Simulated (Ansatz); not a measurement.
Here is an Ansatz 0.2.0 calculation.

File input.yaml:

```yaml
crystal:
  lattice:
    - [0.0, 2.9305, 2.9305]
    - [2.9305, 0.0, 2.9305]
    - [2.9305, 2.9305, 0.0]
  atoms:
    - { symbol: In, position: [0.0, 0.0, 0.0] }
    - { symbol: P, position: [0.75, 0.75, 0.75] }
hamiltonian:
  xc: pbe
  pseudopotentials: { kind: paw }
kpoints:
  mp_grid: { grid: [8, 8, 8] }
  band_path:
    path:
      - [[0.0, 0.0, 0.0], [0.5, 0.0, 0.5], [0.5, 0.25, 0.75], [0.375, 0.375, 0.75], [0.0, 0.0, 0.0], [0.5, 0.5, 0.5], [0.625, 0.25, 0.625], [0.5, 0.25, 0.75], [0.5, 0.5, 0.5], [0.375, 0.375, 0.75]]
      - [[0.625, 0.25, 0.625], [0.5, 0.0, 0.5]]
    npoints: 14
scf:
  occupations: { method: fermi_dirac, width: 0.05 }
  n_extra_bands: 6
output:
  forces: true
  stress: true
  eigenvalues: true
  fatbands: false
```

Potentials or basis: Ansatz PAW.

Command:

```bash
$ ansatz run input.yaml --threads 2 --pin off --max-ram 5632MiB --backend cpu --events-out ev --progress --plain --runs-dir out
```

Q: Estimate the band gap along the path.

A: 0.72 eV, direct.

Q: What does it give for the pressure?

A: 3.3 GPa.

Levels at the corners of the path, in eV from the valence-band top:
| point | band 5 | band 6 | band 7 | band 8 | band 9 | band 10 | band 11 | band 12 | band 13 | band 14 |
| --- | --- | --- | --- | --- | --- | --- | --- | --- | --- | --- |
| Γ | -14.03 | -11.52 | 0.00 | 0.00 | 0.00 | 0.72 | 4.09 | 4.09 | 4.09 | 8.59 |
| X | -14.00 | -9.14 | -5.75 | -2.32 | -2.32 | 1.77 | 2.27 | 9.21 | 9.59 | 9.59 |
| W | -14.02 | -9.06 | -5.60 | -2.95 | -2.91 | 4.29 | 4.38 | 5.57 | 6.20 | 10.19 |
| K | -14.01 | -9.15 | -5.60 | -3.30 | -1.94 | 2.36 | 4.39 | 7.50 | 7.53 | 8.26 |
| Γ | -14.03 | -11.52 | 0.00 | 0.00 | 0.00 | 0.72 | 4.09 | 4.09 | 4.09 | 8.59 |
| L | -14.02 | -9.79 | -5.73 | -0.97 | -0.97 | 1.50 | 4.81 | 4.81 | 7.11 | 9.48 |
| U | -14.01 | -9.15 | -5.60 | -3.30 | -1.94 | 2.36 | 4.39 | 7.50 | 7.53 | 8.26 |
| W | -14.02 | -9.06 | -5.60 | -2.95 | -2.91 | 4.29 | 4.38 | 5.57 | 6.20 | 10.19 |
| L | -14.02 | -9.79 | -5.73 | -0.97 | -0.97 | 1.50 | 4.81 | 4.81 | 7.11 | 9.48 |
| K | -14.01 | -9.15 | -5.60 | -3.30 | -1.94 | 2.36 | 4.39 | 7.50 | 7.53 | 8.26 |
| U | -14.01 | -9.15 | -5.60 | -3.30 | -1.94 | 2.36 | 4.39 | 7.50 | 7.53 | 8.26 |
| X | -14.00 | -9.14 | -5.75 | -2.32 | -2.32 | 1.77 | 2.27 | 9.21 | 9.59 | 9.59 |

Caveat: spin-orbit coupling is left out, which moves the levels of the heavy elements.

**The experiment to reproduce.**

A printed reference work, data compilation reports, for a bulk crystal of InP at 1.6 K: band gap 1.4236 eV (direct).

Against the measured gap of InP, 1.4236 eV (direct; 1.6 K; a printed reference work, data compilation), the calculated 0.72 eV is off by -0.71 eV. Spin-orbit coupling on In is left out. The value is that of PBE, without temperature or zero-point motion. Semilocal functionals fall short of measured gaps as a rule.
